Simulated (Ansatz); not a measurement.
The system is Ta.

```
CELL_PARAMETERS angstrom
-1.65128 1.65128 1.65128
1.65128 -1.65128 1.65128
1.65128 1.65128 -1.65128
ATOMIC_POSITIONS crystal
Ta 0.00000 0.00000 0.00000
```

| Item | Value |
| --- | --- |
| Program | Ansatz 0.2.0 |
| Task | relaxation of cell and atoms |
| Functional | BLYP |
| Dispersion | D4 |
| Potentials or basis | all-electron LAPW, scalar-relativistic |
| Basis error allowed | 0.001 eV/atom |
| k mesh | 11 × 11 × 11 |
| Occupations | fermi-dirac, width 0.05 eV |
| Spin | no spin polarisation |

At the start: volume 18.01 Å³/atom.

Q: Where does the relaxation end?

A: Over 4 steps the energy falls by 3.3 meV/atom and the volume is 18.32 Å³/atom (+1.7 %); space group Im-3m (No. 229, to 0.05 Å).

The path:
```csv
step,energy change (eV),largest force (eV/Å),volume (Å³)
1,0.0000,0.0000,18.01
2,-0.0033,0.0000,18.35
3,-0.0033,0.0000,18.32
4,-0.0033,0.0000,18.32
```

Final structure:
```cif
data_structure
_symmetry_space_group_name_H-M 'P 1'
_symmetry_Int_Tables_number 1
_cell_length_a 2.8766
_cell_length_b 2.8766
_cell_length_c 2.8766
_cell_angle_alpha 109.471
_cell_angle_beta 109.471
_cell_angle_gamma 109.471
_cell_volume 18.32
loop_
_atom_site_label
_atom_site_type_symbol
_atom_site_fract_x
_atom_site_fract_y
_atom_site_fract_z
_atom_site_occupancy
Ta1 Ta 0.00000 0.00000 0.00000 1
```
